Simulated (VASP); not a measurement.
Crystal: Cr.

```
CELL_PARAMETERS angstrom
0.00000 2.34843 2.34843
2.34843 0.00000 2.34843
2.34843 2.34843 0.00000
ATOMIC_POSITIONS crystal
Cr 0.00000 0.00000 0.00000
Cr 0.50000 0.50000 0.50000
```

The cell was built by a generator and needn't be a form met in nature.

* Program: VASP 6.6.1
* Task: relaxation of cell and atoms
* Functional: revPBE
* Potentials or basis: VASP PAW PBE potentials, release 64 (Cr_pv)
* Cutoff: 600 eV
* k mesh: 12 × 12 × 12
* Occupations: fermi-dirac, width 0.05 eV
* Spin: collinear spin, typed start
* Starting moments: [1.5, -1.5] μB

At the start: pressure 3.7 GPa; volume 12.95 Å³/atom.

**Question.** Where does the relaxation end?

**Answer.** Over 4 steps the energy falls by 26.3 meV/atom and the volume is 14.46 Å³/atom (+11.7 %); space group Pm-3m (No. 221, to 0.05 Å); moment 0.00 μB per cell.

The path:
| step | energy change (eV) | largest force (eV/Å) | pressure (GPa) | volume (Å³) |
| --- | --- | --- | --- | --- |
| 1 | 0.0000 | 0.0000 | 3.75 | 25.90 |
| 2 | -0.0399 | 0.0000 | 2.99 | 27.06 |
| 3 | -0.0395 | 0.0000 | -2.42 | 30.72 |
| 4 | -0.0527 | 0.0000 | -0.10 | 28.92 |

Final structure:
```
Cr
1.0
     0.00000    2.43636    2.43636
     2.43636    0.00000    2.43636
     2.43636    2.43636    0.00000
Cr
2
Direct
  0.00000 0.00000 0.00000
  0.50000 0.50000 0.50000
```

Caveat: the PAW data sets were made with another functional, which shifts forces and pressure a little.
